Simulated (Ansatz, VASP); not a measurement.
This is a calculation of GaN for Ansatz 0.2.0.

File input.yaml:

```yaml
crystal:
  lattice:
    - [0.0, 2.2535006075, 2.2535006075]
    - [2.2535006075, 0.0, 2.2535006075]
    - [2.2535006075, 2.2535006075, 0.0]
  atoms:
    - { symbol: Ga, position: [0.0, 0.0, 0.0] }
    - { symbol: "N", position: [0.25, 0.25, 0.25] }
kpoints:
  mp_grid: { grid: [4, 4, 4] }
scf:
  occupations: { method: fermi_dirac, width: 0.02 }
hamiltonian:
  xc: pbe
  pseudopotentials: { kind: all_electron, lapw: { basis_error: 0.003 } }
output:
  forces: true
  stress: true
  eigenvalues: true
```

Potentials or basis: all-electron LAPW, scalar-relativistic.

Launch:

```console
$ ansatz run input.yaml --threads 1 --pin off --max-ram 3072MiB --backend cpu --events-out ev --progress --plain --runs-dir out
```

Task: Translate it to VASP 6.6.1. Potentials there: VASP PAW PBE potentials, release 64 (Ga_d, N).

Result: As run (the cutoff follows the program's own potentials):

The input INCAR:

```
  ALGO = Normal
  EDIFF = 1E-6
  ENCUT = 520
  GGA = PE
  ISIF = 2
  ISMEAR = -1
  LASPH = T
  LCHARG = F
  LREAL = F
  LWAVE = F
  NBANDS = 16
  NELM = 60
  PREC = Accurate
  SIGMA = 0.02
```

Contents of KPOINTS:

```
k-points
0
Gamma
  4 4 4
```

File POSCAR:

```
GaN
1.0
    0.0000000000      2.2535006075      2.2535006075
    2.2535006075      0.0000000000      2.2535006075
    2.2535006075      2.2535006075      0.0000000000
Ga N
1 1
Direct
    0.0000000000      0.0000000000      0.0000000000
    0.2500000000      0.2500000000      0.2500000000
```

Potentials or basis: VASP PAW PBE potentials, release 64 (Ga_d, N).

Command:

```sh
$ cat potpaw_PBE.64/Ga_d/POTCAR potpaw_PBE.64/N/POTCAR > POTCAR
$ mpirun -np 1 vasp_std > vasp.out
```

Both were run:

|  | VASP | Ansatz | Ansatz less VASP |
| --- | --- | --- | --- |
| gap on the k mesh at the Fermi level (eV) | 1.70 | 1.71 | +0.010 |
| least direct gap on the mesh (eV) | 1.70 | 1.71 | +0.010 |
| pressure (GPa) | 5.0 | 4.9 | -0.15 |

Ansatz ran all-electron here, so the differences hold the error of VASP's frozen core and of both bases.

Caveats: the k mesh is coarse (spacing up to 0.60 Å⁻¹), so the values aren't converged.
